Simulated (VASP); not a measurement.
Crystal: GaAs.

```
As Ga
1.0
     0.00000    2.82685    2.82685
     2.82685    0.00000    2.82685
     2.82685    2.82685    0.00000
As Ga
1 1
Direct
  0.75000 0.75000 0.75000
  0.00000 0.00000 0.00000
```

```yaml
Program: VASP 6.6.1
Task: relaxation of cell and atoms
Functional: PBE
Potentials_or_basis: VASP PAW PBE potentials, release 64 (As, Ga_h)
Cutoff: 980 eV
k_mesh: 8 × 8 × 8
Occupations: fermi-dirac, width 0.05 eV
Spin: no spin polarisation
```

At the start: pressure 3.5 GPa; volume 22.59 Å³/atom.

Task: How do energy, volume and symmetry change on relaxing?

Result: Over 3 steps the energy falls by 11.9 meV/atom and the volume is 23.76 Å³/atom (+5.2 %); space group F-43m (No. 216, to 0.05 Å).

The path:
| step | energy change (eV) | largest force (eV/Å) | pressure (GPa) | volume (Å³) |
| --- | --- | --- | --- | --- |
| 1 | 0.0000 | 0.0000 | 3.46 | 45.18 |
| 2 | -0.0206 | 0.0000 | -1.06 | 48.44 |
| 3 | -0.0239 | 0.0000 | 0.00 | 47.51 |

Final structure:
```yaml
crystal:
  lattice:
    - [0.00000, 2.87474, 2.87474]
    - [2.87474, 0.00000, 2.87474]
    - [2.87474, 2.87474, 0.00000]
  atoms:
    - { symbol: As, position: [0.75000, 0.75000, 0.75000] }
    - { symbol: Ga, position: [0.00000, 0.00000, 0.00000] }
```
